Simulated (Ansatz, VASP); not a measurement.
## MgS: VASP and Ansatz over several settings

```
CELL_PARAMETERS angstrom
0.00000 2.85188 2.85188
2.85188 0.00000 2.85188
2.85188 2.85188 0.00000
ATOMIC_POSITIONS crystal
S 0.25000 0.25000 0.25000
Mg 0.00000 0.00000 0.00000
```

The cell comes from a database or a generator and needn't be the stable form of this composition.

Single points on this cell with VASP 6.6.1 and Ansatz 0.2.0. Each row is one pair of runs. Alike in all rows: spin: off; smearing: fermi-dirac, width 0.05 eV.

```csv
level,k mesh,"VASP's potentials, cutoff","Ansatz's potentials, cutoff","gap on the k mesh at the Fermi level (eV), VASP","gap on the k mesh at the Fermi level (eV), Ansatz","least direct gap on the mesh (eV), VASP","least direct gap on the mesh (eV), Ansatz","pressure (GPa), VASP","pressure (GPa), Ansatz"
PBE0,4 × 4 × 4,"VASP PAW PBE potentials, release 64 (S, Mg), 520 eV","Ansatz PAW, 420 eV",5.13,5.11,5.13,5.11,-1.5,-1.2
LDA,8 × 8 × 8,"VASP PAW LDA potentials, release 64 (S, Mg), 520 eV","Ansatz PAW, 420 eV",3.09,3.08,3.09,3.08,-3.5,-3.2
PBEsol,8 × 8 × 8,"VASP PAW PBE potentials, release 64 (S, Mg), 520 eV","Ansatz PAW, 420 eV",3.19,3.19,3.19,3.19,-1.6,-1.5
r2SCAN,8 × 8 × 8,"VASP PAW PBE potentials, release 64 (S, Mg), 520 eV","Ansatz PAW, 500 eV",4.01,4.03,4.01,4.03,-1.5,-1.3
```

Gap on the k mesh at the fermi level (eV): the two programs differ by at most 0.016; least direct gap on the mesh (eV): the two programs differ by at most 0.016; pressure (GPa): the two programs differ by at most 0.33.

Caveats: the k mesh is coarse (spacing up to 0.48 Å⁻¹), so the values aren't converged, least of all with exact exchange (some rows); the PAW data sets were made with another functional, which shifts forces and pressure a little (VASP); the PAW data sets come from PBE, with cores solved anew for the run's functional, which leaves a small shift of forces and pressure (Ansatz); the thresholds are loose for stress (Ansatz).
